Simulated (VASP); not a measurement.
BAs, 2 atoms in the cell. Symmetry: F-43m, No. 216, cubic system. Conventional cell: a = 4.777 Å, b = 4.777 Å, c = 4.777 Å, α = 90.00°, β = 90.00°, γ = 90.00°. Around As (site symmetry -43m) lie 4 B at 2.07 Å. B (site symmetry -43m) has 4 As at 2.07 Å as nearest neighbours. 

```yaml
Program: VASP 6.6.1
Task: relaxation of cell and atoms
Functional: optPBE-vdW
Potentials_or_basis: VASP PAW PBE potentials, release 64 (As, B)
Cutoff: 600 eV
k_mesh: 10 × 10 × 10
Occupations: fermi-dirac, width 0.05 eV
Spin: no spin polarisation
Further_INCAR_settings: ALGO = Normal; EDIFF = 1e-07; IBRION = 2; EDIFFG = -0.02; NSW = 60; ISIF = 3
```

Potentials or basis: VASP PAW PBE potentials, release 64 (As, B).

Launch:

```bash
$ cat potpaw_PBE.64/As/POTCAR potpaw_PBE.64/B/POTCAR > POTCAR
$ mpirun -np 1 vasp_std > vasp.out
```

Hardware: 1 thread of Intel(R) Xeon(R) Platinum 8559C (Emerald Rapids) (shared host).

Q: Estimate the wall time of this run.

A: It took 83 s on 1 thread of Intel(R) Xeon(R) Platinum 8559C (Emerald Rapids) (shared host), peak memory 0.32 GiB. Counts: scf iterations 27, k points 47, ion steps 3.
